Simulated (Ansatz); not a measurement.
K: course of a relaxation

Theory: DFT PBEsol, scalar-relativistic, plane waves, PAW in Ansatz 0.2.0. Settings: 420 eV cutoff, 16×16×8 k-mesh, Gaussian smearing of 0.10 eV, no spin polarisation.

What was changed: relaxed at 50 GPa.

Other phases may be more stable at this pressure.

Input:

```yaml
crystal:
  lattice:
    - [1.5502992357, -2.6865197411, 0.0]
    - [1.5502992357, 2.6865197411, 0.0]
    - [0.0, 0.0, 5.2376609156]
  atoms:
    - { symbol: K, position: [0.8329099719, 0.1670900281, 0.25] }
    - { symbol: K, position: [0.1670900281, 0.8329099719, 0.75] }
basis:
  ecutwfc: 420
kpoints:
  mp_grid: { grid: [16, 16, 8] }
hamiltonian:
  xc: pbesol
scf:
  occupations: { method: gaussian, width: 0.1 }
output:
  forces: true
  stress: true
  eigenvalues: true
relax:
  adjacent_minimum: "off"
  f_tol: 0.008
  max_steps: 50
  cell: { stress_tol: 0.08, p_target: 50.0 }
```

F is the free energy. Steps run on the plane waves of an earlier cell, but the last one, and at times one on the way, on a freshly chosen basis, so a repeated geometry can differ a little in energy. The relaxation lowers the enthalpy F + PV at the target pressure, so F itself can rise.

Steps:

| step | F − F(1) (eV) | largest force component (eV/Å) | V (Å³/atom) | P (GPa) |
| --- | --- | --- | --- | --- |
| 1 | 0.0000 | 0.002 | 21.814 | 28.19 |
| 2 | 1.1734 | 0.000 | 18.774 | 33.32 |
| 3 | 2.3831 | 0.002 | 16.112 | 39.83 |
| 4 | 3.6706 | 0.000 | 13.774 | 51.10 |
| 5 | 3.6166 | 0.001 | 13.837 | 49.60 |
| 6 | 3.6956 | 0.000 | 13.709 | 50.47 |
| 7 | 3.6580 | 0.000 | 13.769 | 50.00 |
| 8 | 3.6583 | 0.000 | 13.769 | 49.99 |

Relaxed structure:

```
CELL_PARAMETERS angstrom
1.34298 -2.32615 0.00000
1.34298 2.32615 0.00000
0.00000 0.00000 4.40750
ATOMIC_POSITIONS crystal
K 0.83334 0.16666 0.25000
K 0.16666 0.83334 0.75000
```

It takes space group P6_3/mmc (No. 194, hexagonal). The conventional cell has a = 2.686 Å, b = 2.686 Å, c = 4.408 Å, α = 90.00°, β = 90.00°, γ = 120.00°. Around K (site symmetry -6m2) lie 12 K at 2.69 Å.

The run converged. The run took roughly 80 core-seconds.